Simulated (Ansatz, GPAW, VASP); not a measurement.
## One calculation of Pt, 3 ways

```
Pt
1.0
     0.00000    1.96090    1.96090
     1.96090    0.00000    1.96090
     1.96090    1.96090    0.00000
Pt
1
Cartesian
  0.0000 0.0000 0.0000
```

Alike in all runs: task single point; functional PBE; k mesh 12 × 12 × 12; occupations gaussian, width 0.027 eV; no spin polarisation; no spin-orbit coupling. Pressure is positive in compression and, in plane waves, holds the error of the finite cutoff.

```json
{"program and potentials": "VASP, PBE PAW files Pt, 520 eV", "plane-wave cutoff (eV)": "520", "notes": "10 valence electrons an atom on average", "band gap (eV)": "no gap", "pressure (GPa)": "9.69"}
{"program and potentials": "GPAW, GPAW PAW data sets (gpaw-data 1.2.1)", "plane-wave cutoff (eV)": "600", "notes": "16 valence electrons an atom on average", "band gap (eV)": "no gap", "pressure (GPa)": "9.72"}
{"program and potentials": "Ansatz, all-electron LAPW, scalar-relativistic", "plane-wave cutoff (eV)": "-", "notes": "-", "band gap (eV)": "no gap", "pressure (GPa)": "10.17"}
```

None finds a gap. The pressure spans 9.69 (VASP, PBE PAW files Pt, 520 eV) to 10.17 GPa (Ansatz, all-electron LAPW, scalar-relativistic), with all-electron results at 10.17.

The functional is the same throughout but for its coding, so the spread measures potentials, basis and numerics; runs on potential files found faulty are left out.

All three calculations put the crystal under clear compression, so PBE favours a larger cell than the one given. Since this cell is close to the measured one, where real platinum is practically free of stress, the pressure reflects the functional's known tendency to underbind the late 5d metals and overestimate their lattice constants. Platinum turns even a small error in length into a large pressure because it is very stiff: its broad, mostly filled 5d band still provides strong cohesion, while the compressed electron density resists further contraction. The absence of a gap is expected from the overlap of the partly filled 5d states with the broad 6s–6p band.

The disagreement between the codes is small beside the pressure they share, so the preference for expansion does not hinge on the choice of potential. The two plane-wave results nearly coincide despite their different valence counts, which suggests that explicit 5p semicore electrons matter little here, although compensating differences between the data sets cannot be excluded. A single volume fixes neither the equilibrium lattice constant nor the bulk modulus.
